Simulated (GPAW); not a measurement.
A run of GPAW 26.7.0 is set up as follows.

The input run.py:

```python
from ase.dft.bandgap import bandgap
from ase.io import read, write
from ase.units import GPa
from gpaw import GPAW, PW

atoms = read('POSCAR')

calc = GPAW(mode=PW(600),
            xc='PBE',
            kpts={'size': (12, 12, 12), 'gamma': True},
            occupations={'name': 'methfessel-paxton', 'order': 0, 'width': 0.013000000000000001},
            nbands=17,
            convergence={'density': 1e-05, 'energy': 1e-05},
            maxiter=150,
            txt='gpaw.txt')
atoms.calc = calc
energy = atoms.get_potential_energy()
forces = atoms.get_forces()
stress = atoms.get_stress()
calc.write('gs.gpw')
write('result.traj', atoms)
print(f'Energy: {energy:.6f} eV')
print('Forces (eV/A):')
print(forces.round(4))
print('Stress (GPa):', (stress / GPa).round(3))
print('Fermi level:', round(calc.get_fermi_level(), 4), 'eV')
print(f'Gap: {bandgap(calc)[0]:.4f} eV, direct: {bandgap(calc, direct=True)[0]:.4f} eV')
```

File POSCAR:

```
Pt
1.0
    0.0000000000      1.9609000000      1.9609000000
    1.9609000000      0.0000000000      1.9609000000
    1.9609000000      1.9609000000      0.0000000000
Pt
1
Direct
    0.0000000000      0.0000000000      0.0000000000
```

Potentials or basis: GPAW PAW data sets (gpaw-data 1.2.1), pw.

Launch:

```console
$ OMP_NUM_THREADS=1 python run.py
```

What does it give for the band gap on the k mesh?

None (metal or under the smearing width).

What does it give for the pressure?

9.7 GPa.

Spin-orbit coupling is left out, which matters for the levels of Pt.
